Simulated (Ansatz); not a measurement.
**Ti2HC in Ansatz: convergence with smearing width**

Input of the first run (smearing width 0.3 eV); the others differ in this setting and in those tied to it:

Contents of input.yaml:

```yaml
crystal:
  lattice:
    - [1.5482797468, 0.8938997286, 4.794880309]
    - [-1.5482797468, 0.8938997286, 4.794880309]
    - [0.0, -1.7877994572, 4.794880309]
  atoms:
    - { symbol: Ti, position: [0.24394595, 0.24394595, 0.24394595] }
    - { symbol: Ti, position: [0.75605405, 0.75605405, 0.75605405] }
    - { symbol: C, position: [0.5, 0.5, 0.5] }
    - { symbol: H, position: [0.0, 0.0, 0.0] }
hamiltonian:
  xc: r2scan
  pseudopotentials: { kind: paw, source: jth }
kpoints:
  mp_grid: { grid: [8, 8, 8] }
scf:
  occupations: { method: gaussian, width: 0.3 }
output:
  forces: true
  stress: true
  eigenvalues: true
```

Potentials or basis: JTH PAW.

Launch:

```sh
$ ansatz run input.yaml --threads 2 --pin off --max-ram 5632MiB --backend cpu --events-out ev --progress --plain --runs-dir out
```

The cell comes from a database or a generator and needn't be the stable form of this composition.

Hardware: 2 threads of Arm Neoverse V2, on a shared host.

```csv
smearing width,"energy less the tightest run, at zero smearing (meV/atom)",pressure (GPa),largest force (eV/Å),SCF cycles,CPU time (s),peak memory (GiB)
0.3 eV,-1.58,0.49,0.007,9,27,1.7
0.2 eV,-0.76,0.35,0.034,9,27,1.7
0.15 eV,-0.45,0.29,0.051,9,28,1.7
0.1 eV,-0.24,0.23,0.066,9,27,1.7
0.05 eV,-0.09,0.18,0.074,9,28,1.7
0.025 eV,-0.02,0.16,0.069,9,28,1.7
0.01 eV,0.00,0.17,0.059,9,29,1.7
0.005 eV,0.00,0.17,0.053,9,28,1.7
```

Against the tightest run, the energy stays within 1 meV/atom from 0.2 eV on; the pressure stays within 0.1 GPa from 0.1 eV on. Not settled before the last step: the largest force (to 0.005 eV/Å). Narrower smearing needs a denser k mesh, so at a fixed mesh the narrowest width isn't the most accurate. The tightest run that finished is the yardstick and may itself not be fully converged.
